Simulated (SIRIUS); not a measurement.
# Pt (Fm-3m) in SIRIUS: a series of runs

Aim: see how the results for Pt move with the level of theory and the settings. Levels: PBE, LDA. Tasks: single point, eos task.

All numbers are computed with SIRIUS, more than one build; they aren't measurements. Logs are shortened: lines on timing, memory, paths and dates and some standing lists are left out, and cuts for length are marked. The log counts tension as positive stress, the text compression.

## (1) Starting point

Symmetry: Fm-3m, No. 225, cubic system. The conventional cell has a = 3.922 Å, b = 3.922 Å, c = 3.922 Å, α = 90.00°, β = 90.00°, γ = 90.00°. Pt (site symmetry m-3m) is surrounded by 12 Pt at 2.77 Å.

## (2) Single point, PBE, 14.48 Å³/atom (strain = -0.04 (xx))

Input file sirius.json:

```json
{
  "control": {
    "processing_unit": "cpu",
    "verbosity": 2,
    "num_bands_to_print": 16,
    "print_forces": true,
    "print_stress": true
  },
  "parameters": {
    "electronic_structure_method": "pseudopotential",
    "xc_functionals": ["XC_GGA_X_PBE", "XC_GGA_C_PBE"],
    "gk_cutoff": 9.2,
    "pw_cutoff": 18.4,
    "ngridk": [10, 10, 10],
    "shiftk": [0, 0, 0],
    "smearing": "fermi_dirac",
    "smearing_width": 0.0018374661,
    "num_bands": 16,
    "num_mag_dims": 0,
    "num_dft_iter": 100,
    "energy_tol": 1e-08,
    "density_tol": 1e-06
  },
  "iterative_solver": {
    "type": "davidson",
    "min_tolerance": 1e-09,
    "tolerance_scale": [0.1, 0.25]
  },
  "mixer": {
    "type": "anderson",
    "beta": 0.7,
    "max_history": 8
  },
  "settings": {
    "tol_ne": 1e-10,
    "pseudo_grid_cutoff": 6.5
  },
  "unit_cell": {
    "lattice_vectors": [
      [0.0, 0.707106781187, 0.707106781187],
      [0.678822509939, 0.0, 0.707106781187],
      [0.678822509939, 0.707106781187, 0.0]
    ],
    "lattice_vectors_scale": 5.2404588053,
    "atom_coordinate_units": "lattice",
    "atom_types": ["Pt"],
    "atom_files": {
      "Pt": "Pt.json"
    },
    "atoms": {
      "Pt": [
        [0.0, 0.0, 0.0]
      ]
    }
  }
}
```

Potentials or basis: PseudoDojo 0.4.1 PBE standard (scalar relativistic).

Run with:

```bash
$ upf_to_json Pt.upf
$ OMP_NUM_THREADS=1 sirius.scf --input=sirius.json --output=out.json --task=0
```

Output:

```text
[info] SIRIUS version : 7.10.0
[info] number of MPI ranks           : 1
[info] MPI grid                      : 1 1
[info] maximum number of OMP threads : 1
[fft] FFT context for density and potential
[fft] =====================================
[fft]   comm size                             : 1
[fft]   plane wave cutoff                     : 18.4
[fft]   grid size                             : 36 36 36   total : 46656
[fft]   grid limits                           : -17 18   -17 18   -17 18
[fft]   number of G-vectors within the cutoff : 5137
[fft]   local number of G-vectors             : 5137
[fft]   number of G-shells                    : 781
[fft] FFT context for coarse grid
[fft] =====================================
[fft]   comm size                             : 1
[fft]   plane wave cutoff                     : 18.4
[fft]   grid size                             : 36 36 36   total : 46656
[fft]   grid limits                           : -17 18   -17 18   -17 18
[fft]   number of G-vectors within the cutoff : 5137
[fft]   local number of G-vectors             : 5137
[fft]   number of G-shells                    : 781
[unit cell] lattice vectors
[unit cell]   a1 :       0.0000000000      3.7055639578      3.7055639578
[unit cell]   a2 :       3.5573413994      0.0000000000      3.7055639578
[unit cell]   a3 :       3.5573413994      3.7055639578      0.0000000000
[unit cell] reciprocal lattice vectors
[unit cell]   b1 :      -0.8831293657      0.8478041910      0.8478041910
[unit cell]   b2 :       0.8831293657     -0.8478041910      0.8478041910
[unit cell]   b3 :       0.8831293657      0.8478041910     -0.8478041910
[unit cell] unit cell volume :        97.69316265 [a.u.^3]
[unit cell] 1/sqrt(omega)    :         0.10117377
[unit cell] MT volume        :         0.00000000 ( 0.00%)
[unit cell] IT volume        :        97.69316265 (100.00%)
[unit cell] number of atom types : 1
[unit cell] type id : 0 symbol : Pt mt_radius :  13.730000 num_atoms : 1
[unit cell] total number of atoms : 1
[unit cell] number of symmetry classes : 1
[unit cell] number of PAW atoms : 0
[unit cell] atom id  type id  class id             position                      vector_field
[unit cell] ------------------------------------------------------------------------------------------
[unit cell]      0        0        0      0.00000   0.00000   0.00000      0.00000   0.00000   0.00000
[... 278 lines left out ...]
[diagonalize] ik:  100   -2.713842   -1.039650   -1.031185   -1.029987    0.652276    0.667218    0.859389    0.891308    0.935799    1.082166    1.231172    1.305075    1.362719    1.719218    1.772047    1.926657
[diagonalize] ik:  101   -2.713817   -1.040720   -1.030177   -1.030177    0.638335    0.654425    0.914612    0.935175    0.935175    0.997492    1.284733    1.320020    1.320020    1.657943    1.780830    1.942117
[find] Charges and magnetic moments
[find] --------------------------------------------------------------------------------
[find] total charge          : 18.000000
[find] Energy
[find] --------------------------------------------------------------------------------
[find] valence_eval_sum               :      -3.88871231
[find] <rho|V^{XC}>                   :     -17.10257871
[find] <rho|E^{XC}>                   :     -23.81602272
[find] <mag|B^{XC}>                   :       0.00000000
[find] <rho|V^{H}>                    :      36.78981318
[find] one-electron contribution      :     -23.57594679 (Ha),     -47.15189358 (Ry)
[find] hartree contribution           :      18.39490659
[find] xc contribution                :     -23.81602272
[find] ewald contribution             :    -101.59165565
[find] PAW contribution               :       0.00000000
[find] smearing (-TS)                 :      -0.00046101
[find] SCF correction                 :       0.00000050
[find] Total energy                   :    -130.58871806 (Ha),    -261.17743613 (Ry)
[find] Free energy (E-TS)             :    -130.58917908 (Ha),    -261.17835815 (Ry)
[find] band gap (eV)                  :       0.00000000
[find] Efermi                         :       0.91484768
[find] iteration : 10, RMS : 7.712437987955e-09, energy difference : 1.651301317906e-11
[find] Hartree energy of density residual : 8.131997596809e-16
[find] bands are converged : true
[find] iterative solver converged : true
[find] converged after 11 SCF iterations!
[find] Charges and magnetic moments
[find] --------------------------------------------------------------------------------
[find] total charge          : 18.000000
[find] Energy
[find] --------------------------------------------------------------------------------
[find] valence_eval_sum               :      -3.88871231
[find] <rho|V^{XC}>                   :     -17.10257871
[find] <rho|E^{XC}>                   :     -23.81602272
[find] <mag|B^{XC}>                   :       0.00000000
[find] <rho|V^{H}>                    :      36.78981318
[find] one-electron contribution      :     -23.57594679 (Ha),     -47.15189358 (Ry)
[find] hartree contribution           :      18.39490659
[find] xc contribution                :     -23.81602272
[find] ewald contribution             :    -101.59165565
[find] PAW contribution               :       0.00000000
[find] smearing (-TS)                 :      -0.00046101
[find] SCF correction                 :       0.00000050
[find] Total energy                   :    -130.58871806 (Ha),    -261.17743613 (Ry)
[find] Free energy (E-TS)             :    -130.58917908 (Ha),    -261.17835815 (Ry)
[find] band gap (eV)                  :       0.00000000
[find] Efermi                         :       0.91484768
[ground_state] === stress tensor components [kbar] ===
[ground_state] === stress_kin ===
[ground_state] -75087.486345   -0.000000   -0.000000
[ground_state]    -0.000000-75072.717430    0.000000
[ground_state]    -0.000000    0.000000-75072.717430
[ground_state] === stress_har ===
[ground_state] -18528.185237   -0.000000   -0.000000
[ground_state]    -0.000000-18434.712039    0.000000
[ground_state]    -0.000000    0.000000-18434.712039
[ground_state] === stress_ewald ===
[ground_state] 101731.303367    0.000000    0.000000
[ground_state]     0.000000102109.706510   -0.000000
[ground_state]     0.000000   -0.000000102109.706510
[ground_state] === stress_vloc ===
[ground_state]  9793.792919    0.000000    0.000000
[ground_state]     0.000000 9348.929883   -0.000000
[ground_state]     0.000000   -0.000000 9348.929883
[ground_state] === stress_xc ===
[ground_state] -19643.049535   -0.000000   -0.000000
[ground_state]    -0.000000-19642.081500    0.000000
[ground_state]    -0.000000    0.000000-19642.081500
[ground_state] === stress_core ===
[ground_state] 36738.419691    0.000000    0.000000
[ground_state]     0.00000036739.254584   -0.000000
[ground_state]     0.000000   -0.00000036739.254584
[ground_state] === stress_nonloc ===
[ground_state] -35268.157361   -0.000000   -0.000000
[ground_state]    -0.000000-35269.503204    0.000000
[ground_state]    -0.000000    0.000000-35269.503204
[ground_state] === stress_us_nl ===
[ground_state] -35268.157361   -0.000000   -0.000000
[ground_state]    -0.000000-35269.503204    0.000000
[ground_state]    -0.000000    0.000000-35269.503204
[ground_state] === stress_total ===
[ground_state]  -263.362500    0.000000   -0.000000
[ground_state]     0.000000 -221.123195   -0.000000
[ground_state]    -0.000000   -0.000000 -221.123195
[ground_state] ==== total Forces in Ha/bohr =====
[ground_state] atom:    0, force:       0.0000000      0.0000000      0.0000000
[... 8 lines left out ...]
[ground_state] ==== Ewald forces from ions =====
[ground_state] atom:    0, force:       0.0000000      0.0000000      0.0000000
[~DFT_ground_state] local op. applied: 40537
[~DFT_ground_state] evp. work count: 10207.9
[~DFT_ground_state] number of iterative solver steps: 3090
```

Run time: 50 s. Hardware: 1 thread of Arm Neoverse V1, shared host; peak memory 0.39 GiB.

Results:

* Free energy: -3553.5126 eV
* Pressure: 23.5 GPa
* Band gap on the k mesh: none (metal or under the smearing width)

## (3) Single point, PBE, 14.78 Å³/atom (strain = -0.02 (xx))

Changes to sirius.json since step 2:

```diff
@@ -40,4 +40,4 @@
       [0.0, 0.707106781187, 0.707106781187],
-      [0.678822509939, 0.0, 0.707106781187],
-      [0.678822509939, 0.707106781187, 0.0]
+      [0.692964645563, 0.0, 0.707106781187],
+      [0.692964645563, 0.707106781187, 0.0]
     ],
```

Potentials or basis: PseudoDojo 0.4.1 PBE standard (scalar relativistic).

Run with:

```bash
$ upf_to_json Pt.upf
$ OMP_NUM_THREADS=1 sirius.scf --input=sirius.json --output=out.json --task=0
```

Run time: 55 s. Hardware: 1 thread of Arm Neoverse V1, shared host; peak memory 0.39 GiB.

It converged, with:

- Free energy: -3553.5540 eV
- Pressure: 16.1 GPa
- Band gap on the k mesh: none (metal or under the smearing width)

[end of part 1 of 3]
